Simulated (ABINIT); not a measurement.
Wanted: the native input for an ABINIT 10.8.3 (patched build) run.

```yaml
Task: band structure
Functional: LDA-PZ
Potentials_or_basis: JTH PAW LDA v2.0
Cutoff: 544 eV
k_mesh: 10 × 10 × 10
Occupations: fermi-dirac, width 0.05 eV
Spin: spin-orbit coupling, no magnetisation
Fine-grid_cutoff: 1088.46 eV
```

ZrC:

```
CELL_PARAMETERS angstrom
0.00000 2.36500 2.36500
2.36500 0.00000 2.36500
2.36500 2.36500 0.00000
ATOMIC_POSITIONS crystal
Zr 0.50000 0.50000 0.50000
C 0.00000 0.00000 0.00000
```

The input as run:

run.abi

```
# Datasets: ground state, then fixed potential
ndtset 2

# Pseudopotentials
pp_dirpath "./"
pseudos "Zr.LDA_PW-JTH.xml, C.LDA_PW-JTH.xml"

# Structure
acell 6.3204064841 6.3204064841 6.3204064841
rprim
     0.0000000000     0.7071067812     0.7071067812
     0.7071067812     0.0000000000     0.7071067812
     0.7071067812     0.7071067812     0.0000000000
ntypat 2
znucl 40 6
natom 2
typat 1 2
xred
     0.5000000000     0.5000000000     0.5000000000
     0.0000000000     0.0000000000     0.0000000000

# Plane-wave basis
ecut 20.0
pawecutdg 40.0

# Exchange and correlation
ixc 2

# Bands and occupations
occopt 3
tsmear 0.00183747

# Spin
nspinor 2
nspden 1
pawspnorb 1

# SCF cycle
nstep 100

# Output
iomode 3
prtwf 0
prteig 0
prtebands 0
enunit 1
prtden1 1

# Dataset 1
kptopt1 4
ngkpt1 10 10 10
nshiftk1 1
shiftk1 0.0 0.0 0.0
nband1 24
tolvrs1 1.0e-9

# Dataset 2: bands along G-X-W-K-G-L-U-W-L-K
iscf2 -2
getden2 1
nband2 36
nbdbuf2 8
tolwfr2 1.0e-11
kptopt2 -9
ndivsm2 8
prteig2 1
kptbounds2
     0.0000000000     0.0000000000     0.0000000000
     0.5000000000     0.0000000000     0.5000000000
     0.5000000000     0.2500000000     0.7500000000
     0.3750000000     0.3750000000     0.7500000000
     0.0000000000     0.0000000000     0.0000000000
     0.5000000000     0.5000000000     0.5000000000
     0.6250000000     0.2500000000     0.6250000000
     0.5000000000     0.2500000000     0.7500000000
     0.5000000000     0.5000000000     0.5000000000
     0.3750000000     0.3750000000     0.7500000000
```

Potentials or basis: JTH PAW LDA v2.0.

Launch:

```console
$ abinit run.abi > log 2>&1
```

It gave:

```
Pressure                                              : -12.5 GPa
Band gap on the k mesh                                : none (metal or under the smearing width)
Valence electrons inside the program's atomic spheres : Zr 9.03; C 2.37
```

Wall time 2.5 min on 1 thread of Intel(R) Xeon(R) Platinum 8488C (Sapphire Rapids), on a shared host, peak memory 0.2 GiB.
